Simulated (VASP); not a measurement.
# V (P6_3/mmc) in VASP: notebook

One crystal, V, is run at these levels: PBE; tasks: single point, relaxation of cell and atoms.

Program: VASP 6.6.1. These are calculated values, not measurements. Logs are shortened: lines on timing, memory, paths and dates and some standing lists are left out, and cuts for length are marked.

### 1 The crystal as given

It takes space group P6_3/mmc (No. 194, hexagonal). The conventional cell has a = 2.615 Å, b = 2.615 Å, c = 4.681 Å, α = 90.00°, β = 90.00°, γ = 120.00°. Around V (site symmetry -6m2) lie 12 V at 2.62 to 2.79 Å.

The cell was built by a generator and needn't be a form met in nature.

### 2 Single point, PBE, collinear spin, typed start

File INCAR:

```
SYSTEM = V
  PREC = Accurate
  ENCUT = 520
  EDIFF = 1E-7
  ISMEAR = 0
  SIGMA = 0.05
  LREAL = .FALSE.
  LASPH = .TRUE.
  NELM = 150
  ALGO = Fast
  ISIF = 2
  LWAVE = .FALSE.
  LCHARG = .FALSE.
  ISPIN = 2
  MAGMOM = 1 1
  LORBIT = 11
  LMAXMIX = 4
  GGA = PE
  NBANDS = 24
```

File KPOINTS:

```
regular mesh
0
G
  8 8 4
  0 0 0
```

File POSCAR:

```
V
1.0
    2.6154241368      0.0000000000      0.0000000000
   -1.3077120684      2.2650237441      0.0000000000
    0.0000000000      0.0000000000      4.6806337564
V
2
Direct
    0.3333333333      0.6666666667      0.7500000000
    0.6666666667      0.3333333333      0.2500000000
```

Potentials or basis: VASP PAW PBE potentials, release 64 (V_sv).

Command:

```sh
$ cat potpaw_PBE.64/V_sv/POTCAR > POTCAR
$ mpirun -np 1 vasp_std > vasp.out
```

OUTCAR:

```text
SYSTEM = V
   PREC = Accurate
   ENCUT = 520
   EDIFF = 1E-7
   ISMEAR = 0
   LREAL = .FALSE.
   LASPH = .TRUE.
   NELM = 150
   ISIF = 2
   ISPIN = 2
   LORBIT = 11
   GGA = PE

 ion  position               nearest neighbor table
   1  0.333  0.667  0.750-   2 2.79   2 2.79   2 2.79   2 2.79   2 2.79   2 2.79
   2  0.667  0.333  0.250-   1 2.79   1 2.79   1 2.79   1 2.79   1 2.79   1 2.79

  LATTYP: Found a hexagonal cell.
 ALAT       =     2.6154241368
 C/A-ratio  =     1.7896270400

  Lattice vectors:

 A1 = (   2.6154241368,   0.0000000000,   0.0000000000)
 A2 = (  -1.3077120684,   2.2650237441,   0.0000000000)
 A3 = (   0.0000000000,   0.0000000000,   4.6806337564)

Analysis of symmetry for initial positions (statically):
=====================================================================
 Subroutine PRICEL returns:
 Original cell was already a primitive cell.

 Routine SETGRP: Setting up the symmetry group for a
 hexagonal supercell.

 Subroutine GETGRP returns: Found 24 space group operations
 (whereof 12 operations were pure point group operations)
 out of a pool of 24 trial point group operations.

The static configuration has the point symmetry D_3d.
 The point group associated with its full space group is D_6h.

Analysis of symmetry for dynamics (positions and initial velocities):
=====================================================================
 Subroutine PRICEL returns:
 Original cell was already a primitive cell.

 Routine SETGRP: Setting up the symmetry group for a
 hexagonal supercell.

 Subroutine GETGRP returns: Found 24 space group operations
 (whereof 12 operations were pure point group operations)
 out of a pool of 24 trial point group operations.

The dynamic configuration has the point symmetry D_3d.
 The point group associated with its full space group is D_6h.

Analysis of structural, dynamic, and magnetic symmetry:
=====================================================================
 Subroutine PRICEL returns:
 Original cell was already a primitive cell.

 Routine SETGRP: Setting up the symmetry group for a
 hexagonal supercell.

 Subroutine GETGRP returns: Found 24 space group operations
 (whereof 12 operations were pure point group operations)
 out of a pool of 24 trial point group operations.

The overall configuration has the point symmetry D_3d.
 The point group associated with its full space group is D_6h.

 Subroutine INISYM returns: Found 24 space group operations
 (whereof 12 operations are pure point group operations),
 and found     1 'primitive' translations

----------------------------------------------------------------------------------------

                                     Primitive cell

  volume of cell :      27.7281

  direct lattice vectors                    reciprocal lattice vectors
     2.615424137  0.000000000  0.000000000     0.382347163  0.220748238  0.000000000
    -1.307712068  2.265023744  0.000000000     0.000000000  0.441496476  0.000000000
     0.000000000  0.000000000  4.680633756     0.000000000  0.000000000  0.213646282

  length of vectors
     2.615424137  2.615424137  4.680633756     0.441496476  0.441496476  0.213646282

  position of ions in fractional coordinates (direct lattice)
     0.333333333  0.666666667  0.750000000
     0.666666667  0.333333333  0.250000000

  ion indices of the primitive-cell ions
   primitive index   ion index
                 1           1
                 2           2

----------------------------------------------------------------------------------------

 KPOINTS: regular mesh

Automatic generation of k-mesh.
 Grid dimensions read from file:
 generate k-points for:    8    8    4

 Generating k-lattice:

  Cartesian coordinates                     Fractional coordinates (reciprocal lattice)
     0.047793395  0.027593530  0.000000000     0.125000000  0.000000000  0.000000000
     0.000000000  0.055187059  0.000000000     0.000000000  0.125000000  0.000000000
     0.000000000  0.000000000  0.053411571     0.000000000  0.000000000  0.250000000

  Length of vectors
     0.055187059  0.055187059  0.053411571

  Shift w.r.t. Gamma in fractional coordinates (k-lattice)
     0.000000000  0.000000000  0.000000000

 Subroutine IBZKPT returns following result:
 ===========================================

 Found     30 irreducible k-points:

 Following reciprocal coordinates:
            Coordinates               Weight
  0.000000  0.000000  0.000000      1.000000
  0.125000  0.000000  0.000000      6.000000
  0.250000  0.000000  0.000000      6.000000
  0.375000  0.000000  0.000000      6.000000
  0.500000  0.000000  0.000000      3.000000
  0.125000  0.125000  0.000000      6.000000
[... 16 lines left out ...]
  0.250000  0.000000  0.500000      6.000000
  0.375000  0.000000  0.500000      6.000000
 [... further k-points ...]
   k-points           NKPTS =     30   k-points in BZ     NKDIM =     30   number of bands    NBANDS=     24
   number of dos      NEDOS =    301   number of ions     NIONS =      2
   total plane-waves  NPLWV =  14400
   dimension x,y,z NGX =    20 NGY =   20 NGZ =   36
   dimension x,y,z NGXF=    40 NGYF=   40 NGZF=   72
   ions per type =               2
   NGX,Y,Z   is equivalent  to a cutoff of  12.71, 12.71, 12.79 a.u.
   NGXF,Y,Z  is equivalent  to a cutoff of  25.43, 25.43, 25.57 a.u.
 SYSTEM =  V
   PREC   = accura    normal or accurate (medium, high low for compatibility)
   ISTART =      0    job   : 0-new  1-cont  2-samecut
   ICHARG =      2    charge: 1-file 2-atom 10-const
   ISPIN  =      2    spin polarized calculation?
   LNONCOLLINEAR =      F non collinear calculations
   LSORBIT =      F    spin-orbit coupling
   LASPH  =      T    aspherical Exc in radial PAW
   ENCUT  =  520.0 eV  38.22 Ry    6.18 a.u.   4.86  4.86  8.70*2*pi/ulx,y,z
   NELM   =    150;   NELMIN=  2; NELMDL= -5     # of ELM steps
   EDIFF  = 0.1E-06   stopping-criterion for ELM
   LREAL  =      F    real-space projection
   EDIFFG = 0.1E-05   stopping-criterion for IOM
   NSW    =      0    number of steps for IOM
   IBRION =     -1    ionic relax: 0-MD 1-quasi-New 2-CG
   NFREE  =      0    steps in history (QN), initial steepest desc. (CG)
   ISIF   =      2    stress and relaxation
   ISYM   =      2    0-nonsym 1-usesym 2-fastsym
   POTIM  = 0.5000    time-step for ionic-motion
   TEBEG  =    0.0;   TEEND  =   0.0 temperature during run
   PSTRESS=    0.0 pullay stress
   NELECT =      26.0000    total number of electrons
   NUPDOWN=      -1.0000    fix difference up-down
   EMIN   =  10.00;   EMAX   =-10.00  energy-range for DOS
   EFERMI =   0.00;   METHOD = LEGACY
   ISMEAR =     0;   SIGMA  =   0.05  broadening in eV -4-tet -1-fermi 0-gaus
   EFERMI_NEDOS =   21; number of points for ismear=-14 and -15
   IALGO  =     68    algorithm
   IMIX   =      4    mixing-type and parameters
     AMIX     =   0.40;   BMIX     =  1.00
     AMIX_MAG =   1.60;   BMIX_MAG =  1.00
  volume/ion in A,a.u.               =      13.86        93.56
  Fermi-wavevector in a.u.,A,eV,Ry     =   1.602358  3.028017 34.933635  2.567550
  Thomas-Fermi vector in A             =   2.699191
   LORBIT       =     11    0 simple, 1 ext, 2 COOP (PROOUT), +10 PAW based schemes
   GGA     = PE    functional components
   LHFCALC =     F    Hartree Fock is set to
   AEXX    =    0.0000 exact exchange contribution
   IVDW    =     0    specifies the selected vdW correction
   LEPSILON=     F    determine dielectric tensor
   LRPA    =     F    only Hartree local field effects (RPA)
 spin polarized calculation
 RMM-DIIS sequential band-by-band and
 Gauss-broadening in eV      SIGMA  =   0.05
  energy-cutoff  :      520.00
  volume of cell :       27.73
 maximum number of plane-waves:       764
 NGX is ok and might be reduce to    20
   NGX =  9   NGY =  9   NGZ = 17

 number of electron      26.0000011 magnetization       0.0001689

 Free energy of the ion-electron system (eV)
  ---------------------------------------------------
  ext. energy  EPLUGINS =         0.00000000
  ---------------------------------------------------
  free energy    TOTEN  =       -17.49501649 eV

  energy without entropy =      -17.48954802  energy(sigma->0) =      -17.49228225

 E-fermi :   9.6537     XC(G=0): -12.7359

 val. band max:        9.6270910305   @ k =   0.1250   0.0000   0.2500
 cond. band min:       9.6555468530   @ k =   0.3750   0.0000   0.0000
 fundamental gap:      0.0284558225
 Fermi energy:         9.6537470411

 spin component 1

 k-point     1 :       0.0000    0.0000    0.0000
  band No.  band energies     occupation
      1     -54.3456      1.00000
      2     -54.2324      1.00000
      3     -28.4370      1.00000
      4     -27.7810      1.00000
      5     -27.7013      1.00000
      6     -27.7013      1.00000
[... 16 lines left out ...]
     23      27.7366      0.00000
     24      30.0364      0.00000
[... 598 lines left out ...]
      2     -54.1575      1.00000
      3     -28.4225      1.00000
      4     -28.4225      1.00000
      5     -27.9467      1.00000
      6     -27.9467      1.00000
[... 16 lines left out ...]
     23      25.0008      0.00000
     24      25.0008      0.00000

 [... further k-points ...]

 spin component 2

 k-point     1 :       0.0000    0.0000    0.0000
  band No.  band energies     occupation
      1     -54.3455      1.00000
      2     -54.2323      1.00000
      3     -28.4370      1.00000
      4     -27.7809      1.00000
      5     -27.7012      1.00000
      6     -27.7012      1.00000
[... 16 lines left out ...]
     23      27.7367      0.00000
     24      30.0364      0.00000
[... 598 lines left out ...]
      2     -54.1574      1.00000
      3     -28.4224      1.00000
      4     -28.4224      1.00000
      5     -27.9466      1.00000
      6     -27.9466      1.00000
[... 16 lines left out ...]
     23      25.0008      0.00000
     24      25.0008      0.00000

 [... further k-points ...]

------------------------ aborting loop because EDIFF is reached ----------------------------------------

  FORCE on cell =-STRESS in cart. coord.  units (eV):
  Direction    XX          YY          ZZ          XY          YZ          ZX
  --------------------------------------------------------------------------------------
  -------------------------------------------------------------------------------------
  Total        0.0077796      0.0077796      0.0380311      0.0000000      0.0000000      0.0000000
  in kB        0.4495194      0.4495194      2.1975041      0.0000000      0.0000000      0.0000000
  external PRESSURE =       1.0321810 kB  Pullay stress =       0.0000000 kB

 VOLUME and BASIS-vectors are now :
 -----------------------------------------------------------------------------
  energy-cutoff  :      520.00
  volume of cell :       27.73
      direct lattice vectors                 reciprocal lattice vectors
     2.615424137  0.000000000  0.000000000     0.382347163  0.220748238  0.000000000
    -1.307712068  2.265023744  0.000000000     0.000000000  0.441496476  0.000000000
     0.000000000  0.000000000  4.680633756     0.000000000  0.000000000  0.213646282

 POSITION                                       TOTAL-FORCE (eV/Angst)
 -----------------------------------------------------------------------------------
     -0.00000      1.51002      3.51048         0.000000     -0.000000      0.000000
      1.30771      0.75501      1.17016        -0.000000      0.000000      0.000000
 -----------------------------------------------------------------------------------
    total drift:                                0.000000     -0.000000      0.000000

  FREE ENERGIE OF THE ION-ELECTRON SYSTEM (eV)
  ---------------------------------------------------
  free  energy   TOTEN  =       -17.4950164882 eV

  energy  without entropy=      -17.4895480186  energy(sigma->0) =      -17.49228225

 total charge

# of ion       s       p       d       tot
------------------------------------------
    1        2.344   6.213   3.063  11.620
    2        2.344   6.213   3.063  11.620
--------------------------------------------------
tot          4.688  12.426   6.126  23.240

 magnetization (x)

# of ion       s       p       d       tot
------------------------------------------
    1       -0.000   0.000   0.000   0.000
    2       -0.000   0.000   0.000   0.000
--------------------------------------------------
tot         -0.000   0.000   0.000   0.000
```

It took 51 s on 1 thread of AMD EPYC 7R13 (Zen 3), shared host; peak memory 0.13 GiB.

Results:

* Free energy: -17.4950 eV
* Pressure: 0.1 GPa
* Band gap on the k mesh: none (metal or under the smearing width)
* Net moment: 0.00 μB per cell
* Valence electrons inside the program's atomic spheres: V 11.62

(Part 1 of 2 ends here.)
